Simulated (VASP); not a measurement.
# InAs (F-43m) in VASP: band structure with PBE

Aim: the band structure of InAs with PBE.

All numbers are computed with VASP 6.6.1; they aren't measurements. Logs are shortened: lines on timing, memory, paths and dates and some standing lists are left out, and cuts for length are marked.

**What was measured.**

From a printed reference work, data compilation, for a bulk crystal of InAs at 4.2 K: band gap 0.418 eV (direct).

How close the calculation comes is told below.

**1. The crystal as given**

Symmetry: F-43m, No. 216, cubic system. The conventional cell has a = 6.179 Å, b = 6.179 Å, c = 6.179 Å, α = 90.00°, β = 90.00°, γ = 90.00°. In (site symmetry -43m) is surrounded by 4 As at 2.68 Å. As (site symmetry -43m) is surrounded by 4 In at 2.68 Å.

**2. Band structure, PBE**

File POSCAR:

```
InAs                                    
1.0
    0.0000000000      3.0896795621      3.0896795621
    3.0896795621      0.0000000000      3.0896795621
    3.0896795621      3.0896795621      0.0000000000
  In              As            
     1     1
Direct
     0.0000000000000000    0.0000000000000000    0.0000000000000000
     0.2500000000000000    0.2500000000000000    0.2500000000000000
```

File INCAR.step1:

```
SYSTEM = InAs
  PREC = Accurate
  ENCUT = 350
  EDIFF = 1E-7
  ISMEAR = 0
  SIGMA = 0.02
  LREAL = .FALSE.
  LASPH = .TRUE.
  NELM = 80
  ALGO = Normal
  ISIF = 2
  LWAVE = .FALSE.
  LCHARG = .TRUE.
  GGA = PE
  NBANDS = 16
```

File KPOINTS.step1:

```
Automatic mesh
0
G
  10 10 10
  0 0 0
```

File INCAR.step2:

```
SYSTEM = InAs
  PREC = Accurate
  ENCUT = 350
  EDIFF = 1E-7
  ISMEAR = 0
  SIGMA = 0.05
  LREAL = .FALSE.
  LASPH = .TRUE.
  NELM = 80
  ALGO = Normal
  ISIF = 2
  LWAVE = .FALSE.
  LCHARG = .FALSE.
  GGA = PE
  NBANDS = 16
  ICHARG = 11
```

File KPOINTS.step2:

```
path GXWKGLUWLK,UX
20
line-mode
reciprocal
 0.0000000000  0.0000000000  0.0000000000  G
 0.5000000000  0.0000000000  0.5000000000  X

 0.5000000000  0.0000000000  0.5000000000  X
 0.5000000000  0.2500000000  0.7500000000  W

 0.5000000000  0.2500000000  0.7500000000  W
 0.3750000000  0.3750000000  0.7500000000  K

 0.3750000000  0.3750000000  0.7500000000  K
 0.0000000000  0.0000000000  0.0000000000  G

 0.0000000000  0.0000000000  0.0000000000  G
 0.5000000000  0.5000000000  0.5000000000  L

 0.5000000000  0.5000000000  0.5000000000  L
 0.6250000000  0.2500000000  0.6250000000  U

 0.6250000000  0.2500000000  0.6250000000  U
 0.5000000000  0.2500000000  0.7500000000  W

 0.5000000000  0.2500000000  0.7500000000  W
 0.5000000000  0.5000000000  0.5000000000  L

 0.5000000000  0.5000000000  0.5000000000  L
 0.3750000000  0.3750000000  0.7500000000  K

 0.6250000000  0.2500000000  0.6250000000  U
 0.5000000000  0.0000000000  0.5000000000  X
```

Potentials or basis: VASP PAW PBE potentials, release 64 (In_d, As).

The run is started by

```bash
$ cat potpaw_PBE.64/In_d/POTCAR potpaw_PBE.64/As/POTCAR > POTCAR
$ cp INCAR.step1 INCAR
$ cp KPOINTS.step1 KPOINTS
$ mpirun -np 1 vasp_std > vasp.out
$ cp INCAR.step2 INCAR
$ cp KPOINTS.step2 KPOINTS
$ mpirun -np 1 vasp_std > vasp.out
```

OUTCAR:

```text
SYSTEM = InAs
   PREC = Accurate
   ENCUT = 350
   EDIFF = 1E-7
   ISMEAR = 0
   LREAL = .FALSE.
   LASPH = .TRUE.
   NELM = 80
   ISIF = 2
   GGA = PE
   ICHARG = 11

 ion  position               nearest neighbor table
   1  0.000  0.000  0.000-   2 2.68   2 2.68   2 2.68   2 2.68
   2  0.250  0.250  0.250-   1 2.68   1 2.68   1 2.68   1 2.68

  LATTYP: Found a face centered cubic cell.
 ALAT       =     6.1793591242

  Lattice vectors:

 A1 = (   0.0000000000,   3.0896795621,   3.0896795621)
 A2 = (   3.0896795621,   0.0000000000,   3.0896795621)
 A3 = (   3.0896795621,   3.0896795621,   0.0000000000)

Analysis of symmetry for initial positions (statically):
=====================================================================
 Subroutine PRICEL returns:
 Original cell was already a primitive cell.

 Routine SETGRP: Setting up the symmetry group for a
 face centered cubic supercell.

 Subroutine GETGRP returns: Found 24 space group operations
 (whereof 24 operations were pure point group operations)
 out of a pool of 48 trial point group operations.

The static configuration has the point symmetry T_d .

Analysis of symmetry for dynamics (positions and initial velocities):
=====================================================================
 Subroutine PRICEL returns:
 Original cell was already a primitive cell.

 Routine SETGRP: Setting up the symmetry group for a
 face centered cubic supercell.

 Subroutine GETGRP returns: Found 24 space group operations
 (whereof 24 operations were pure point group operations)
 out of a pool of 48 trial point group operations.

The dynamic configuration has the point symmetry T_d .

 Subroutine INISYM returns: Found 24 space group operations
 (whereof 24 operations are pure point group operations),
 and found     1 'primitive' translations

----------------------------------------------------------------------------------------

                                     Primitive cell

  volume of cell :      58.9889

  direct lattice vectors                    reciprocal lattice vectors
     0.000000000  3.089679562  3.089679562    -0.161829080  0.161829080  0.161829080
     3.089679562  0.000000000  3.089679562     0.161829080 -0.161829080  0.161829080
     3.089679562  3.089679562  0.000000000     0.161829080  0.161829080 -0.161829080

  length of vectors
     4.369466740  4.369466740  4.369466740     0.280296188  0.280296188  0.280296188

  position of ions in fractional coordinates (direct lattice)
     0.000000000  0.000000000  0.000000000
     0.250000000  0.250000000  0.250000000

  ion indices of the primitive-cell ions
   primitive index   ion index
                 1           1
                 2           2

----------------------------------------------------------------------------------------

 KPOINTS: path GXWKGLUWLK,UX

Interpolating k-points between supplied coordinates.

 Line segments in fractional coordinates (reciprocal lattice):
    0.000000  0.000000  0.000000  ...  0.500000  0.000000  0.500000
    0.500000  0.000000  0.500000  ...  0.500000  0.250000  0.750000
    0.500000  0.250000  0.750000  ...  0.375000  0.375000  0.750000
    0.375000  0.375000  0.750000  ...  0.000000  0.000000  0.000000
    0.000000  0.000000  0.000000  ...  0.500000  0.500000  0.500000
    0.500000  0.500000  0.500000  ...  0.625000  0.250000  0.625000
    0.625000  0.250000  0.625000  ...  0.500000  0.250000  0.750000
    0.500000  0.250000  0.750000  ...  0.500000  0.500000  0.500000
    0.500000  0.500000  0.500000  ...  0.375000  0.375000  0.750000
    0.625000  0.250000  0.625000  ...  0.500000  0.000000  0.500000

 Generated    20 points on each line segment, for a total of    200 k-points:

 Following reciprocal coordinates:
            Coordinates               Weight
  0.000000  0.000000  0.000000      0.005000
  0.026316  0.000000  0.026316      0.005000
  0.052632  0.000000  0.052632      0.005000
  0.078947  0.000000  0.078947      0.005000
  0.105263  0.000000  0.105263      0.005000
  0.131579  0.000000  0.131579      0.005000
[... 16 lines left out ...]
  0.500000  0.026316  0.526316      0.005000
  0.500000  0.039474  0.539474      0.005000
 [... further k-points ...]
   k-points           NKPTS =    200   k-points in BZ     NKDIM =    200   number of bands    NBANDS=     16
   number of dos      NEDOS =    301   number of ions     NIONS =      2
   total plane-waves  NPLWV =  21952
   dimension x,y,z NGX =    28 NGY =   28 NGZ =   28
   dimension x,y,z NGXF=    56 NGYF=   56 NGZF=   56
   ions per type =               1   1
   NGX,Y,Z   is equivalent  to a cutoff of  10.65, 10.65, 10.65 a.u.
   NGXF,Y,Z  is equivalent  to a cutoff of  21.31, 21.31, 21.31 a.u.
 SYSTEM =  InAs
   PREC   = accura    normal or accurate (medium, high low for compatibility)
   ISTART =      0    job   : 0-new  1-cont  2-samecut
   ICHARG =     11    charge: 1-file 2-atom 10-const
   ISPIN  =      1    spin polarized calculation?
   LNONCOLLINEAR =      F non collinear calculations
   LSORBIT =      F    spin-orbit coupling
   LASPH  =      T    aspherical Exc in radial PAW
   ENCUT  =  350.0 eV  25.72 Ry    5.07 a.u.   6.67  6.67  6.67*2*pi/ulx,y,z
   NELM   =     80;   NELMIN=  2; NELMDL=  0     # of ELM steps
   EDIFF  = 0.1E-06   stopping-criterion for ELM
   LREAL  =      F    real-space projection
   EDIFFG = 0.1E-05   stopping-criterion for IOM
   NSW    =      0    number of steps for IOM
   IBRION =     -1    ionic relax: 0-MD 1-quasi-New 2-CG
   NFREE  =      0    steps in history (QN), initial steepest desc. (CG)
   ISIF   =      2    stress and relaxation
   ISYM   =      2    0-nonsym 1-usesym 2-fastsym
   POTIM  = 0.5000    time-step for ionic-motion
   TEBEG  =    0.0;   TEEND  =   0.0 temperature during run
   PSTRESS=    0.0 pullay stress
   NELECT =      18.0000    total number of electrons
   NUPDOWN=      -1.0000    fix difference up-down
   EMIN   =  10.00;   EMAX   =-10.00  energy-range for DOS
   EFERMI =   0.00;   METHOD = LEGACY
   ISMEAR =     0;   SIGMA  =   0.05  broadening in eV -4-tet -1-fermi 0-gaus
   EFERMI_NEDOS =   21; number of points for ismear=-14 and -15
   IALGO  =     38    algorithm
   IMIX   =      4    mixing-type and parameters
     AMIX     =   0.40;   BMIX     =  1.00
     AMIX_MAG =   1.60;   BMIX_MAG =  1.00
  volume/ion in A,a.u.               =      29.49       199.04
  Fermi-wavevector in a.u.,A,eV,Ry     =   1.102154  2.082769 16.527584  1.214743
  Thomas-Fermi vector in A             =   2.238592
   LORBIT       =      0    0 simple, 1 ext, 2 COOP (PROOUT), +10 PAW based schemes
   GGA     = PE    functional components
   LHFCALC =     F    Hartree Fock is set to
   AEXX    =    0.0000 exact exchange contribution
   IVDW    =     0    specifies the selected vdW correction
   LEPSILON=     F    determine dielectric tensor
   LRPA    =     F    only Hartree local field effects (RPA)
 non-spin polarized calculation
 Gauss-broadening in eV      SIGMA  =   0.05
  energy-cutoff  :      350.00
  volume of cell :       58.99
 maximum number of plane-waves:       899
 NGX is ok and might be reduce to    28

 number of electron      17.9999990 magnetization

 Free energy of the ion-electron system (eV)
  ---------------------------------------------------
  ext. energy  EPLUGINS =         0.00000000
  ---------------------------------------------------
  free energy    TOTEN  =        -7.89932431 eV

  energy without entropy =       -7.89779571  energy(sigma->0) =       -7.89856001

 E-fermi :   3.9002     XC(G=0):  -8.8110

 val. band max:        3.8740205448   @ k =   0.0000   0.0000   0.0000
 cond. band min:       4.0113315473   @ k =   0.0263   0.0263   0.0263
 fundamental gap:      0.1373110025
 Fermi energy:         3.9001943737

 k-point     1 :       0.0000    0.0000    0.0000
  band No.  band energies     occupation
      1     -10.3938      2.00000
      2     -10.3938      2.00000
      3     -10.3938      2.00000
      4     -10.2908      2.00000
      5     -10.2908      2.00000
      6      -7.5881      2.00000
[... 8 lines left out ...]
     15      13.3883      0.00000
     16      13.3883      0.00000

 k-point     2 :       0.0263    0.0000    0.0263
  band No.  band energies     occupation
      1     -10.3950      2.00000
      2     -10.3934      2.00000
      3     -10.3934      2.00000
      4     -10.2909      2.00000
      5     -10.2906      2.00000
      6      -7.5795      2.00000
[... 8 lines left out ...]
     15      13.1586      0.00000
     16      13.3957      0.00000

 k-point     3 :       0.0526    0.0000    0.0526
  band No.  band energies     occupation
      1     -10.3983      2.00000
      2     -10.3919      2.00000
      3     -10.3919      2.00000
      4     -10.2913      2.00000
      5     -10.2902      2.00000
      6      -7.5538      2.00000
[... 8 lines left out ...]
     15      12.7302      0.00000
     16      13.4181      0.00000

 k-point     4 :       0.0789    0.0000    0.0789
  band No.  band energies     occupation
      1     -10.4040      2.00000
      2     -10.3899      2.00000
      3     -10.3899      2.00000
      4     -10.2923      2.00000
      5     -10.2896      2.00000
      6      -7.5111      2.00000
[... 8 lines left out ...]
     15      12.2842      0.00000
     16      13.4554      0.00000
[... 324 lines left out ...]
 k-point    22 :       0.5000    0.0132    0.5132
  band No.  band energies     occupation
      1     -10.5372      2.00000
      2     -10.3290      2.00000
      3     -10.3287      2.00000
      4     -10.3193      2.00000
      5     -10.2724      2.00000
      6      -5.8368      2.00000
[... 8 lines left out ...]
     15      15.2167      0.00000
     16      15.5102      0.00000

 k-point    23 :       0.5000    0.0263    0.5263
  band No.  band energies     occupation
      1     -10.5369      2.00000
      2     -10.3295      2.00000
      3     -10.3290      2.00000
      4     -10.3191      2.00000
      5     -10.2726      2.00000
      6      -5.8361      2.00000
[... 8 lines left out ...]
     15      15.2057      0.00000
     16      15.4505      0.00000

 k-point    24 :       0.5000    0.0395    0.5395
  band No.  band energies     occupation
      1     -10.5363      2.00000
      2     -10.3302      2.00000
      3     -10.3293      2.00000
      4     -10.3185      2.00000
      5     -10.2729      2.00000
      6      -5.8348      2.00000
[... 8 lines left out ...]
     15      15.1882      0.00000
     16      15.4121      0.00000

 [... further k-points ...]

------------------------ aborting loop because EDIFF is reached ----------------------------------------

  FORCE on cell =-STRESS in cart. coord.  units (eV):
  Direction    XX          YY          ZZ          XY          YZ          ZX
  --------------------------------------------------------------------------------------
  -------------------------------------------------------------------------------------
  Total       -0.1298759     -0.1298759     -0.1298759      0.0000000     -0.0000000      0.0000000
  in kB       -3.5275160     -3.5275160     -3.5275160      0.0000000     -0.0000000      0.0000000
  external PRESSURE =      -3.5275160 kB  Pullay stress =       0.0000000 kB

 VOLUME and BASIS-vectors are now :
 -----------------------------------------------------------------------------
  energy-cutoff  :      350.00
  volume of cell :       58.99
      direct lattice vectors                 reciprocal lattice vectors
     0.000000000  3.089679562  3.089679562    -0.161829080  0.161829080  0.161829080
     3.089679562  0.000000000  3.089679562     0.161829080 -0.161829080  0.161829080
     3.089679562  3.089679562  0.000000000     0.161829080  0.161829080 -0.161829080

 POSITION                                       TOTAL-FORCE (eV/Angst)
 -----------------------------------------------------------------------------------
      0.00000      0.00000      0.00000         0.000000     -0.000000     -0.000000
      1.54484      1.54484      1.54484        -0.000000      0.000000      0.000000
 -----------------------------------------------------------------------------------
    total drift:                               -0.000000     -0.000000     -0.000000

  FREE ENERGIE OF THE ION-ELECTRON SYSTEM (eV)
  ---------------------------------------------------
  free  energy   TOTEN  =        -7.8993243118 eV

  energy  without entropy=       -7.8977957145  energy(sigma->0) =       -7.89856001
```

It took 38 s on 1 thread of Intel Xeon 6975P-C (Granite Rapids), shared host; peak memory 0.23 GiB.

What came out:

```
Band gap along the path : none (metal or under the smearing width)
```

Levels at the corners of the path, in eV from the Fermi level:
| point | band 5 | band 6 | band 7 | band 8 | band 9 | band 10 | band 11 | band 12 | band 13 | band 14 |
| --- | --- | --- | --- | --- | --- | --- | --- | --- | --- | --- |
| Γ | -14.17 | -11.47 | -0.53 | -0.01 | -0.01 | -0.01 | 3.87 | 3.87 | 3.87 | 7.28 |
| X | -14.15 | -9.72 | -5.58 | -2.12 | -2.12 | 1.64 | 2.04 | 8.77 | 8.82 | 8.82 |
| X | -14.15 | -9.72 | -5.58 | -2.12 | -2.12 | 1.64 | 2.04 | 8.77 | 8.82 | 8.82 |
| W | -14.16 | -9.68 | -5.45 | -2.69 | -2.60 | 3.92 | 4.26 | 4.81 | 6.04 | 9.35 |
| W | -14.16 | -9.68 | -5.45 | -2.69 | -2.60 | 3.92 | 4.26 | 4.81 | 6.04 | 9.35 |
| K | -14.16 | -9.74 | -5.45 | -2.98 | -1.78 | 2.12 | 4.11 | 7.03 | 7.16 | 7.51 |
| K | -14.16 | -9.74 | -5.45 | -2.98 | -1.78 | 2.12 | 4.11 | 7.03 | 7.16 | 7.51 |
| Γ | -14.17 | -11.47 | -0.53 | -0.01 | -0.01 | -0.01 | 3.87 | 3.87 | 3.87 | 7.28 |
| Γ | -14.17 | -11.47 | -0.53 | -0.01 | -0.01 | -0.01 | 3.87 | 3.87 | 3.87 | 7.28 |
| L | -14.16 | -10.19 | -5.46 | -0.90 | -0.90 | 0.81 | 4.63 | 4.63 | 6.75 | 8.70 |
| L | -14.16 | -10.19 | -5.46 | -0.90 | -0.90 | 0.81 | 4.63 | 4.63 | 6.75 | 8.70 |
| U | -14.16 | -9.74 | -5.45 | -2.98 | -1.78 | 2.12 | 4.11 | 7.03 | 7.16 | 7.51 |
| U | -14.16 | -9.74 | -5.45 | -2.98 | -1.78 | 2.12 | 4.11 | 7.03 | 7.16 | 7.51 |
| W | -14.16 | -9.68 | -5.45 | -2.69 | -2.60 | 3.92 | 4.26 | 4.81 | 6.04 | 9.35 |
| W | -14.16 | -9.68 | -5.45 | -2.69 | -2.60 | 3.92 | 4.26 | 4.81 | 6.04 | 9.35 |
| L | -14.16 | -10.19 | -5.46 | -0.90 | -0.90 | 0.81 | 4.63 | 4.63 | 6.75 | 8.70 |
| L | -14.16 | -10.19 | -5.46 | -0.90 | -0.90 | 0.81 | 4.63 | 4.63 | 6.75 | 8.70 |
| K | -14.16 | -9.74 | -5.45 | -2.98 | -1.78 | 2.12 | 4.11 | 7.03 | 7.16 | 7.51 |
| U | -14.16 | -9.74 | -5.45 | -2.98 | -1.78 | 2.12 | 4.11 | 7.03 | 7.16 | 7.51 |
| X | -14.15 | -9.72 | -5.58 | -2.12 | -2.12 | 1.64 | 2.04 | 8.77 | 8.82 | 8.82 |

Caveat: the log is that of the step along the path at fixed density, whose energy, stress, charges and moments have no meaning; spin-orbit coupling is left out, which moves the levels of the heavy elements; this crystal is a semiconductor, whose small gap the functional closes, so the metal is an error of the method.

**3. How close it comes**

Step 2. A measured gap of InAs is 0.418 eV (direct; 4.2 K; a printed reference work, data compilation); the calculated 0.00 eV misses it by -0.42 eV. Spin-orbit coupling on As, In is left out. The value is that of PBE, without temperature or zero-point motion. Semilocal functionals fall short of measured gaps as a rule.
